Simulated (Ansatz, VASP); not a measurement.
Pb: VASP beside Ansatz

Contents of INCAR:

```
SYSTEM = Pb
  ALGO = Normal
  EDIFF = 1E-6
  ENCUT = 520
  GGA = PS
  ISIF = 2
  ISMEAR = 1
  LASPH = .True.
  LCHARG = .False.
  LREAL = .False.
  LWAVE = .False.
  NBANDS = 21
  NELM = 80
  PREC = Accurate
  SIGMA = 0.1
```

Contents of KPOINTS:

```
k-points
0
Gamma
  9 9 5
  0 0 0
```

POSCAR

```
Pb
1.0
    3.4800000000      0.0000000000      0.0000000000
   -1.7400000000      3.0137680000      0.0000000000
    0.0000000000      0.0000000000      5.5900000000
Pb
2
Direct
    0.3333333333      0.6666666667      0.2500000000
    0.6666666667      0.3333333333      0.7500000000
```

Input for Ansatz:

```yaml
crystal:
  lattice:
    - [3.48, 0.0, 0.0]
    - [-1.74, 3.013768, 0.0]
    - [0.0, 0.0, 5.59]
  atoms:
    - { symbol: Pb, position: [0.33333333333333326, 0.6666666666666665, 0.25] }
    - { symbol: Pb, position: [0.6666666666666666, 0.33333333333333326, 0.75] }
kpoints:
  mp_grid:
    grid: [9, 9, 5]
hamiltonian:
  xc: pbesol
scf:
  occupations:
    method: methfessel_paxton
    width: 0.1
output:
  stress: true
```

This isn't the form of Pb at room conditions, which is fcc.

Alike in both runs: task single point; functional PBEsol; k mesh 9 × 9 × 5; occupations methfessel-paxton of order 1, width 0.1 eV; no spin polarisation.

```csv
,VASP,Ansatz
version,VASP 6.6.1,Ansatz 0.2.0
potentials or method,"VASP PAW PBE potentials, release 64 (Pb_d)","plane waves, PAW"
plane-wave cutoff (eV),520,420
valence electrons in the cell,28,28
```

Ansatz gave:

* pressure (GPa): 1.0
* largest component of the traceless stress (GPa): 2.78

Task: Estimate VASP's values.

Result: Pressure (GPa): 0.9; largest component of the traceless stress (GPa): 2.75.

Caveats: the PAW data sets were made with another functional, which shifts forces and pressure a little (VASP). Spin-orbit coupling is left out, which matters for the levels of Pb.
